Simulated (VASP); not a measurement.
# Nd (Im-3m) in VASP: further runs

Runs on Nd. Level: PBE. Tasks: single point.

Everything below comes from runs of VASP 6.6.1. Logs are shortened: lines on timing, memory, paths and dates and some standing lists are left out, and cuts for length are marked.

## Step 1: Starting point

It takes space group Im-3m (No. 229, cubic). The conventional cell has a = 4.151 Å, b = 4.151 Å, c = 4.151 Å, α = 90.00°, β = 90.00°, γ = 90.00°. Nd (site symmetry m-3m) is surrounded by 8 Nd at 3.59 Å.

This isn't the form of Nd at room conditions, which is double hcp.

## Step 2: Single point, PBE, collinear spin, ferromagnetic start

The input, INCAR:

```
SYSTEM = Nd
  ADDGRID = .False.
  ALGO = Normal
  EDIFF = 1E-6
  ENCUT = 460
  GGA = PE
  ISIF = 2
  ISMEAR = 0
  ISPIN = 2
  LASPH = .True.
  LCHARG = .False.
  LMAXMIX = 6
  LORBIT = 11
  LREAL = .False.
  LWAVE = .False.
  MAGMOM = 3
  NBANDS = 16
  NELM = 100
  PREC = Accurate
  SIGMA = 0.1
```

The input, KPOINTS:

```
k-points
0
Gamma
  9 9 9
  0 0 0
```

The input, POSCAR:

```
Nd
1.0
   -2.0754700287      2.0754700287      2.0754700287
    2.0754700287     -2.0754700287      2.0754700287
    2.0754700287      2.0754700287     -2.0754700287
Nd
1
Direct
    0.0000000000      0.0000000000      0.0000000000
```

Potentials or basis: VASP PAW PBE potentials, release 64 (Nd_3), 4f in core.

The run is started by

```console
$ cat potpaw_PBE.64/Nd_3/POTCAR > POTCAR
$ mpirun -np 1 vasp_std > vasp.out
```

OUTCAR:

```text
SYSTEM = Nd
   EDIFF = 1E-6
   ENCUT = 460
   GGA = PE
   ISIF = 2
   ISMEAR = 0
   ISPIN = 2
   LASPH = .True.
   LORBIT = 11
   LREAL = .False.
   NELM = 100
   PREC = Accurate

 Found     35 irreducible k-points:

 Following reciprocal coordinates:
            Coordinates               Weight
  0.000000  0.000000  0.000000      1.000000
  0.111111  0.000000  0.000000     12.000000
  0.222222  0.000000  0.000000     12.000000
  0.333333  0.000000  0.000000     12.000000
  0.444444  0.000000  0.000000     12.000000
  0.111111  0.111111  0.000000     24.000000
   k-points           NKPTS =     35   k-points in BZ     NKDIM =     35   number of bands    NBANDS=     16
   number of dos      NEDOS =    301   number of ions     NIONS =      1
   total plane-waves  NPLWV =  21952
   dimension x,y,z NGX =    28 NGY =   28 NGZ =   28
   dimension x,y,z NGXF=    56 NGYF=   56 NGZF=   56
   ions per type =               1
   NGX,Y,Z   is equivalent  to a cutoff of  12.95, 12.95, 12.95 a.u.
   NGXF,Y,Z  is equivalent  to a cutoff of  25.90, 25.90, 25.90 a.u.
 SYSTEM =  Nd
   PREC   = accura    normal or accurate (medium, high low for compatibility)
   ISTART =      0    job   : 0-new  1-cont  2-samecut
   ICHARG =      2    charge: 1-file 2-atom 10-const
   ISPIN  =      2    spin polarized calculation?
   LNONCOLLINEAR =      F non collinear calculations
   LSORBIT =      F    spin-orbit coupling
   LASPH  =      T    aspherical Exc in radial PAW
   ENCUT  =  460.0 eV  33.81 Ry    5.81 a.u.   6.29  6.29  6.29*2*pi/ulx,y,z
   NELM   =    100;   NELMIN=  2; NELMDL= -5     # of ELM steps
   EDIFF  = 0.1E-05   stopping-criterion for ELM
   LREAL  =      F    real-space projection
   EDIFFG = 0.1E-04   stopping-criterion for IOM
   NSW    =      0    number of steps for IOM
   IBRION =     -1    ionic relax: 0-MD 1-quasi-New 2-CG
   NFREE  =      0    steps in history (QN), initial steepest desc. (CG)
   ISIF   =      2    stress and relaxation
   ISYM   =      2    0-nonsym 1-usesym 2-fastsym
   POTIM  = 0.5000    time-step for ionic-motion
   TEBEG  =    0.0;   TEEND  =   0.0 temperature during run
   PSTRESS=    0.0 pullay stress
   NELECT =      11.0000    total number of electrons
   NUPDOWN=      -1.0000    fix difference up-down
   EMIN   =  10.00;   EMAX   =-10.00  energy-range for DOS
   EFERMI =   0.00;   METHOD = LEGACY
   ISMEAR =     0;   SIGMA  =   0.10  broadening in eV -4-tet -1-fermi 0-gaus
   EFERMI_NEDOS =   21; number of points for ismear=-14 and -15
   IALGO  =     38    algorithm
   IMIX   =      4    mixing-type and parameters
     AMIX     =   0.40;   BMIX     =  1.00
     AMIX_MAG =   1.60;   BMIX_MAG =  1.00
  volume/ion in A,a.u.               =      35.76       241.33
  Fermi-wavevector in a.u.,A,eV,Ry     =   1.105103  2.088341 16.616139  1.221252
  Thomas-Fermi vector in A             =   2.241585
   LORBIT       =     11    0 simple, 1 ext, 2 COOP (PROOUT), +10 PAW based schemes
   GGA     = PE    functional components
   LHFCALC =     F    Hartree Fock is set to
   AEXX    =    0.0000 exact exchange contribution
   IVDW    =     0    specifies the selected vdW correction
   LEPSILON=     F    determine dielectric tensor
   LRPA    =     F    only Hartree local field effects (RPA)
 spin polarized calculation
 Gauss-broadening in eV      SIGMA  =   0.10
  energy-cutoff  :      460.00
  volume of cell :       35.76
 maximum number of plane-waves:       814
 NGX is ok and might be reduce to    28
   NGX = 13   NGY = 13   NGZ = 13

 number of electron      11.0000000 magnetization       0.3012084

 Free energy of the ion-electron system (eV)
  ---------------------------------------------------
  ext. energy  EPLUGINS =         0.00000000
  ---------------------------------------------------
  free energy    TOTEN  =        -4.58796314 eV

  energy without entropy =       -4.57655121  energy(sigma->0) =       -4.58225718

 E-fermi :   3.3562     XC(G=0):  -9.5941

 val. band max:        3.3422746133   @ k =   0.4444   0.1111   0.0000
 cond. band min:       3.3728728454   @ k =   0.2222   0.2222   0.1111
 fundamental gap:      0.0305982321
 Fermi energy:         3.3562047156

 spin component 1

 k-point     1 :       0.0000    0.0000    0.0000
  band No.  band energies     occupation
      1     -34.7081      1.00000
      2     -15.3478      1.00000
      3     -15.3478      1.00000
      4     -15.3478      1.00000
      5      -0.7186      1.00000
      6       4.6603      0.00000
[... 8 lines left out ...]
     15      20.5664      0.00000
     16      22.2313      0.00000

 k-point     2 :       0.1111    0.0000    0.0000
  band No.  band energies     occupation
      1     -34.6941      1.00000
      2     -15.4734      1.00000
      3     -15.3857      1.00000
      4     -15.3488      1.00000
      5      -0.3611      1.00000
      6       4.4092      0.00000
[... 8 lines left out ...]
     15      19.2594      0.00000
     16      21.9991      0.00000

 k-point     3 :       0.2222    0.0000    0.0000
  band No.  band energies     occupation
      1     -34.6586      1.00000
      2     -15.7769      1.00000
      3     -15.4798      1.00000
      4     -15.3515      1.00000
      5       0.5105      1.00000
      6       3.8725      0.00000
[... 8 lines left out ...]
     15      18.0614      0.00000
     16      20.4357      0.00000

 k-point     4 :       0.3333    0.0000    0.0000
  band No.  band energies     occupation
      1     -34.6178      1.00000
      2     -16.1001      1.00000
      3     -15.5838      1.00000
      4     -15.3547      1.00000
      5       1.2003      1.00000
      6       3.3745      0.39773
[... 8 lines left out ...]
     15      18.2082      0.00000
     16      19.5436      0.00000

 k-point     5 :       0.4444    0.0000    0.0000
  band No.  band energies     occupation
      1     -34.5909      1.00000
      2     -16.3004      1.00000
      3     -15.6500      1.00000
      4     -15.3568      1.00000
      5       1.2711      1.00000
      6       3.0925      0.99990
[... 8 lines left out ...]
     15      20.0924      0.00000
     16      20.8666      0.00000

 k-point     6 :       0.1111    0.1111    0.0000
  band No.  band energies     occupation
      1     -34.6694      1.00000
      2     -15.6818      1.00000
      3     -15.4301      1.00000
      4     -15.3783      1.00000
      5       0.2725      1.00000
      6       4.1015      0.00000
[... 8 lines left out ...]
     15      19.3491      0.00000
     16      19.4370      0.00000

 [... further k-points ...]

 spin component 2

 k-point     1 :       0.0000    0.0000    0.0000
  band No.  band energies     occupation
      1     -34.6397      1.00000
      2     -15.2602      1.00000
      3     -15.2602      1.00000
      4     -15.2602      1.00000
      5      -0.4981      1.00000
      6       4.8866      0.00000
[... 8 lines left out ...]
     15      20.7224      0.00000
     16      22.4011      0.00000

 k-point     2 :       0.1111    0.0000    0.0000
  band No.  band energies     occupation
      1     -34.6260      1.00000
      2     -15.3835      1.00000
      3     -15.2973      1.00000
      4     -15.2613      1.00000
      5      -0.1420      1.00000
      6       4.6368      0.00000
[... 8 lines left out ...]
     15      19.4271      0.00000
     16      22.1754      0.00000

 k-point     3 :       0.2222    0.0000    0.0000
  band No.  band energies     occupation
      1     -34.5910      1.00000
      2     -15.6815      1.00000
      3     -15.3895      1.00000
      4     -15.2642      1.00000
      5       0.7272      1.00000
      6       4.1024      0.00000
[... 8 lines left out ...]
     15      18.2596      0.00000
     16      20.6490      0.00000

 k-point     4 :       0.3333    0.0000    0.0000
  band No.  band energies     occupation
      1     -34.5509      1.00000
      2     -15.9993      1.00000
      3     -15.4914      1.00000
      4     -15.2676      1.00000
      5       1.4140      1.00000
      6       3.6061      0.00021
[... 8 lines left out ...]
     15      18.3998      0.00000
     16      19.7736      0.00000

 k-point     5 :       0.4444    0.0000    0.0000
  band No.  band energies     occupation
      1     -34.5245      1.00000
      2     -16.1964      1.00000
      3     -15.5563      1.00000
      4     -15.2699      1.00000
      5       1.4798      1.00000
      6       3.3248      0.67141
[... 8 lines left out ...]
     15      20.3060      0.00000
     16      21.0566      0.00000

 k-point     6 :       0.1111    0.1111    0.0000
  band No.  band energies     occupation
      1     -34.6016      1.00000
      2     -15.5880      1.00000
      3     -15.3409      1.00000
      4     -15.2903      1.00000
      5       0.4895      1.00000
      6       4.3274      0.00000
[... 8 lines left out ...]
     15      19.5238      0.00000
     16      19.6233      0.00000

 [... further k-points ...]
[... 5 lines left out ...]
  --------------------------------------------------------------------------------------
  -------------------------------------------------------------------------------------
  Total       -0.0560671     -0.0560671     -0.0560671      0.0000000      0.0000000     -0.0000000
  in kB       -2.5119410     -2.5119410     -2.5119410      0.0000000      0.0000000     -0.0000000
  external PRESSURE =      -2.5119410 kB  Pullay stress =       0.0000000 kB

 VOLUME and BASIS-vectors are now :
 -----------------------------------------------------------------------------
  energy-cutoff  :      460.00
  volume of cell :       35.76
      direct lattice vectors                 reciprocal lattice vectors
    -2.075470029  2.075470029  2.075470029     0.000000000  0.240909285  0.240909285
     2.075470029 -2.075470029  2.075470029     0.240909285  0.000000000  0.240909285
     2.075470029  2.075470029 -2.075470029     0.240909285  0.240909285  0.000000000

 POSITION                                       TOTAL-FORCE (eV/Angst)
 -----------------------------------------------------------------------------------
      0.00000      0.00000      0.00000        -0.000000      0.000000     -0.000000
 -----------------------------------------------------------------------------------
    total drift:                               -0.000000     -0.000000     -0.000000

  FREE ENERGIE OF THE ION-ELECTRON SYSTEM (eV)
  ---------------------------------------------------
  free  energy   TOTEN  =        -4.5879631419 eV

  energy  without entropy=       -4.5765512083  energy(sigma->0) =       -4.58225718

 total charge

# of ion       s       p       d       tot
------------------------------------------
    1        2.154   5.773   0.953   8.881

 magnetization (x)

# of ion       s       p       d       tot
------------------------------------------
    1        0.001   0.008   0.140   0.148
```

It took 26 s on 1 thread of Intel Xeon Platinum 8488C (Sapphire Rapids), shared host; peak memory 0.18 GiB.

The run converged, but some of its settings lie outside the range that counts as converged, so its numbers aren't taken as properties of the crystal.

What came out:

- Free energy: -4.5880 eV
- Pressure: -0.3 GPa
- Band gap on the k mesh: none (metal or under the smearing width)
- Net moment: 0.30 μB per cell
- Site moments: Nd +0.15 μB
- Valence electrons inside the program's atomic spheres: Nd 8.88

Caveat: the magnetic or orbital state may not be the lowest; spin-orbit coupling is left out, which moves the levels of the heavy elements; the 4f electrons are frozen in the core as for a trivalent ion, so they carry no moment and show no levels.

## Step 3: Single point, PBE, collinear spin, ferromagnetic start

Edit INCAR of step 2 so:

```diff
@@ -7,3 +7,3 @@
   ISIF = 2
-  ISMEAR = 0
+  ISMEAR = 1
   ISPIN = 2
```

KPOINTS is that of step 2.

POSCAR is that of step 2.

Potentials or basis: VASP PAW PBE potentials, release 64 (Nd_3), 4f in core.

The run is started by

```console
$ cat potpaw_PBE.64/Nd_3/POTCAR > POTCAR
$ mpirun -np 1 vasp_std > vasp.out
```

Run time: 30 s. Hardware: 1 thread of Intel Xeon Platinum 8488C (Sapphire Rapids), shared host; peak memory 0.18 GiB.

The run converged, but some of its settings lie outside the range that counts as converged, so its numbers aren't taken as properties of the crystal.

Results:

* Free energy: -4.5822 eV
* Pressure: -0.3 GPa
* Band gap on the k mesh: none (metal or under the smearing width)
* Net moment: 0.31 μB per cell
* Site moments: Nd +0.15 μB
* Valence electrons inside the program's atomic spheres: Nd 8.88

Caveat: the magnetic or orbital state may not be the lowest; spin-orbit coupling is left out, which moves the levels of the heavy elements; the 4f electrons are frozen in the core as for a trivalent ion, so they carry no moment and show no levels.

## Step 4: Single point, PBE, collinear spin, ferromagnetic start

Edit INCAR of step 3 so:

```diff
@@ -4,6 +4,6 @@
   EDIFF = 1E-6
-  ENCUT = 460
+  ENCUT = 520
   GGA = PE
   ISIF = 2
-  ISMEAR = 1
+  ISMEAR = -1
   ISPIN = 2
```

KPOINTS is that of step 3.

POSCAR is that of step 3.

Potentials or basis: VASP PAW PBE potentials, release 64 (Nd_3), 4f in core.

The run is started by

```console
$ cat potpaw_PBE.64/Nd_3/POTCAR > POTCAR
$ mpirun -np 1 vasp_std > vasp.out
```

OUTCAR:

```text
SYSTEM = Nd
   EDIFF = 1E-6
   ENCUT = 520
   GGA = PE
   ISIF = 2
   ISMEAR = -1
   ISPIN = 2
   LASPH = .True.
   LORBIT = 11
   LREAL = .False.
   NELM = 100
   PREC = Accurate

 Found     35 irreducible k-points:

 Following reciprocal coordinates:
            Coordinates               Weight
  0.000000  0.000000  0.000000      1.000000
  0.111111  0.000000  0.000000     12.000000
  0.222222  0.000000  0.000000     12.000000
  0.333333  0.000000  0.000000     12.000000
  0.444444  0.000000  0.000000     12.000000
  0.111111  0.111111  0.000000     24.000000
   k-points           NKPTS =     35   k-points in BZ     NKDIM =     35   number of bands    NBANDS=     16
   number of dos      NEDOS =    301   number of ions     NIONS =      1
   total plane-waves  NPLWV =  21952
   dimension x,y,z NGX =    28 NGY =   28 NGZ =   28
   dimension x,y,z NGXF=    56 NGYF=   56 NGZF=   56
   ions per type =               1
   NGX,Y,Z   is equivalent  to a cutoff of  12.95, 12.95, 12.95 a.u.
   NGXF,Y,Z  is equivalent  to a cutoff of  25.90, 25.90, 25.90 a.u.
 SYSTEM =  Nd
   PREC   = accura    normal or accurate (medium, high low for compatibility)
   ISTART =      0    job   : 0-new  1-cont  2-samecut
   ICHARG =      2    charge: 1-file 2-atom 10-const
   ISPIN  =      2    spin polarized calculation?
   LNONCOLLINEAR =      F non collinear calculations
[... 163 lines left out ...]
      6       4.2117      0.00017
[... 8 lines left out ...]
     15      19.4345      0.00000
     16      19.5281      0.00000

 [... further k-points ...]

 spin component 2

 k-point     1 :       0.0000    0.0000    0.0000
  band No.  band energies     occupation
      1     -34.6721      1.00000
      2     -15.3024      1.00000
      3     -15.3024      1.00000
      4     -15.3024      1.00000
      5      -0.6107      1.00000
      6       4.7720      0.00000
[... 91 lines left out ...]
      3     -15.3839      1.00000
      4     -15.3327      1.00000
      5       0.3788      1.00000
      6       4.2129      0.00017
[... 8 lines left out ...]
     15      19.4354      0.00000
     16      19.5291      0.00000

 [... further k-points ...]
[... 5 lines left out ...]
  --------------------------------------------------------------------------------------
  -------------------------------------------------------------------------------------
  Total       -0.0228864     -0.0228864     -0.0228864      0.0000000      0.0000000      0.0000000
  in kB       -1.0253636     -1.0253636     -1.0253636      0.0000000      0.0000000      0.0000000
  external PRESSURE =      -1.0253636 kB  Pullay stress =       0.0000000 kB

 VOLUME and BASIS-vectors are now :
 -----------------------------------------------------------------------------
  energy-cutoff  :      520.00
  volume of cell :       35.76
      direct lattice vectors                 reciprocal lattice vectors
    -2.075470029  2.075470029  2.075470029     0.000000000  0.240909285  0.240909285
     2.075470029 -2.075470029  2.075470029     0.240909285  0.000000000  0.240909285
     2.075470029  2.075470029 -2.075470029     0.240909285  0.240909285  0.000000000

 POSITION                                       TOTAL-FORCE (eV/Angst)
 -----------------------------------------------------------------------------------
      0.00000      0.00000      0.00000        -0.000000      0.000000     -0.000000
 -----------------------------------------------------------------------------------
    total drift:                               -0.000000     -0.000000     -0.000000

  FREE ENERGIE OF THE ION-ELECTRON SYSTEM (eV)
  ---------------------------------------------------
  free  energy   TOTEN  =        -4.6228038049 eV

  energy  without entropy=       -4.5456505380  energy(sigma->0) =       -4.58422717

 total charge

# of ion       s       p       d       tot
------------------------------------------
    1        2.154   5.774   0.953   8.881

 magnetization (x)

# of ion       s       p       d       tot
------------------------------------------
    1        0.000   0.000   0.001   0.001
```

OSZICAR:

```text
N       E                     dE             d eps       ncg     rms          rms(c)
DAV:   1     0.711799432614E+02    0.71180E+02   -0.53063E+03  2248   0.646E+02
DAV:   2    -0.193247397046E+01   -0.73112E+02   -0.70268E+02  2920   0.168E+02
DAV:   3    -0.378897231407E+01   -0.18565E+01   -0.18402E+01  2808   0.239E+01
DAV:   4    -0.381494992207E+01   -0.25978E-01   -0.25965E-01  2776   0.251E+00
DAV:   5    -0.381548547040E+01   -0.53555E-03   -0.53554E-03  2768   0.282E-01    0.927E+00
DAV:   6    -0.459124201241E+01   -0.77576E+00   -0.24365E-01  2576   0.313E+00    0.320E+00
DAV:   7    -0.462482131643E+01   -0.33579E-01   -0.69951E-02  2640   0.172E+00    0.135E+00
DAV:   8    -0.462609439597E+01   -0.12731E-02   -0.37400E-02  2912   0.109E+00    0.473E-01
DAV:   9    -0.462209318326E+01    0.40012E-02   -0.30520E-03  3360   0.273E-01    0.137E-01
DAV:  10    -0.462227940781E+01   -0.18622E-03   -0.46890E-04  2944   0.150E-01    0.802E-02
DAV:  11    -0.462267475218E+01   -0.39534E-03   -0.51194E-04  2672   0.107E-01    0.302E-02
DAV:  12    -0.462273316758E+01   -0.58415E-04   -0.43243E-05  3096   0.325E-02    0.198E-02
DAV:  13    -0.462277584879E+01   -0.42681E-04   -0.25178E-05  2592   0.251E-02    0.103E-02
DAV:  14    -0.462279731860E+01   -0.21470E-04   -0.22784E-05  2776   0.226E-02    0.565E-03
DAV:  15    -0.462280066978E+01   -0.33512E-05   -0.23424E-06  2936   0.744E-03    0.367E-03
DAV:  16    -0.462280364999E+01   -0.29802E-05   -0.57360E-06  2800   0.111E-02    0.933E-04
DAV:  17    -0.462280380494E+01   -0.15495E-06   -0.14945E-07  1232   0.223E-03
   1 F= -.46228038E+01 E0= -.45842272E+01  d E =-.771533E-01  mag=     0.0016
```

Wall time 35 s (1 thread of Intel Xeon Platinum 8488C (Sapphire Rapids), shared host); peak memory 0.18 GiB.

The run converged, but some of its settings lie outside the range that counts as converged, so its numbers aren't taken as properties of the crystal.

What came out:

```yaml
Free_energy: -4.6228 eV
Pressure: -0.1 GPa
Band_gap_on_the_k_mesh: none (metal or under the smearing width)
Net_moment: 0.00 μB per cell
Valence_electrons_inside_the_program's_atomic_spheres: Nd 8.88
```

Caveat: the magnetic or orbital state may not be the lowest; spin-orbit coupling is left out, which moves the levels of the heavy elements; the 4f electrons are frozen in the core as for a trivalent ion, so they carry no moment and show no levels.

[end of part 1 of 2]
